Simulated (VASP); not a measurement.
# Settings for CaO: self-consistent run

CaO, Fm-3m (no. 225), 2 atoms in the cell. SCAN; PAW potentials Ca_sv, O (PBE set). VASP 6.6.1.

Wanted: energy within 0.2 meV/atom; levels at the zone centre within 0.003 eV.

What the run is for: comparing ways to start; Accuracy asked: tight.

Levels at the zone centre: counted from the valence top at that point.

POSCAR:
```
CaO
1.0
    0.0000000000      2.4035556960      2.4035556960
    2.4035556960      0.0000000000      2.4035556960
    2.4035556960      2.4035556960      0.0000000000
Ca O
1 1
Direct
    0.0000000000      0.0000000000      0.0000000000
    0.5000000000      0.5000000000      0.5000000000
```

## How the run starts (with a second run first, the time holds both)

| How the run starts (with a second run first, the time holds both) | Energy less reference (meV/atom) | Levels at the zone centre, largest deviation (eV) | Time (s) |
|---|---|---|---|
| from scratch: 22 SCF iterations | 0.00 | 0.0000 | 97 |
| PBE orbitals (WAVECAR): 13 + 11 SCF iterations | 0.00 | 0.0000 | 103 |
| PBE density (CHGCAR): 13 + 19 SCF iterations | 0.00 | 0.0000 | 170 |
| loose PBE orbitals: 10 + 11 SCF iterations | 0.00 | 0.0000 | 127 |

Chosen: from scratch: 22 SCF iterations; no other choice that stays within half of the tolerance saves 30 % of the time.

The chosen settings are those of the reference run.

Values of the reference run: Levels at the zone centre: 0, 0, 5.379 eV from the valence top at Gamma.

## The input

INCAR:
```
SYSTEM = CaO
METAGGA = SCAN ; ISMEAR = 0
SIGMA = 0.03 ; LWAVE = .False.
LCHARG = .False. ; ISIF = 2
PREC = Accurate ; LASPH = .True.
LREAL = .False. ; ALGO = Normal
EDIFF = 1E-6 ; NELM = 120
GGA_COMPAT = .False. ; ENCUT = 580
EFERMI = MIDGAP ; LMIXTAU = .True.
```

KPOINTS:
```
k-points
0
Gamma
  9 9 9
```

Commands:
```
cat potpaw_PBE.64/Ca_sv/POTCAR potpaw_PBE.64/O/POTCAR > POTCAR
mpirun -np 1 vasp_std > vasp.out
```

The chosen input took VASP 6.6.1 97 s on 1 core (Intel Xeon Platinum 8375C @ 2.90GHz (Ice Lake)), a shared host.
